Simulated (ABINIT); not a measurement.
Planning a run of ABINIT 10.8.3 on LiBr (Fm-3m). The input:

```
acell 3*1.0 Angstrom
rprim 
  0.000000000000 2.750650000000 2.750650000000
  2.750650000000 0.000000000000 2.750650000000
  2.750650000000 2.750650000000 0.000000000000
ntypat 2
znucl 3 35
natom 2
typat 1 2
xred 
  0.000000000000 0.000000000000 0.000000000000
  0.500000000000 0.500000000000 0.500000000000
pp_dirpath "pseudos"
pseudos "Li.upf, Br.upf"
ecut 33
ngkpt 6 6 6
nshiftk 1
shiftk 0 0 0
kptopt 1
chksymbreak 0
istwfk *1
occopt 1
irdwfk 1
optdriver 4
nband 161
gwcalctyp 0
ecutsigx 33
symsigma 1
nkptgw 1
kptgw 
  0.0000000000 0.0000000000 0.0000000000
bdgw 
  3 9
ecuteps 8
irdscr 1
ppmodel 1
indata_prefix "in"
outdata_prefix "out"
tmpdata_prefix "tmp"
```

```sh
OMP_NUM_THREADS=1 mpirun -n 4 abinit run.abi > log
```

**Question.** Estimate wall time and host memory on 4 MPI ranks of Intel Xeon Platinum 8488C (Sapphire Rapids), shared host.

It took 25 s; on shared hardware allow 12 s to 50 s. Peak host memory was 1.9 GiB.

[Paths, hosts, dates, memory and timing lines, banners, echoed tables and standing remarks are left out of the program output.]

[Logs are printed without paths, hosts, clocks, repeated set-up lines and the standing remarks that a program may print on its own settings, such as how far it seeks lower states.]

[Runs of the session that timed out or met a known fault of the program may be left out.]

[Hosts, paths, dates, database ids (printed as entryN), source tags and the programs' standing remarks are cut or masked in the printed files.]

[G0W0 gaps are taken among the corrected bands and points alone; a level outside them can change the order at an edge.]

[Where Ansatz stands beside ABINIT at settings called matched, ABINIT's density can come from a denser mesh and the files from another edition; pairs whose starting gaps differed by over 0.03 eV were left out, so agreement reads better than it is.]
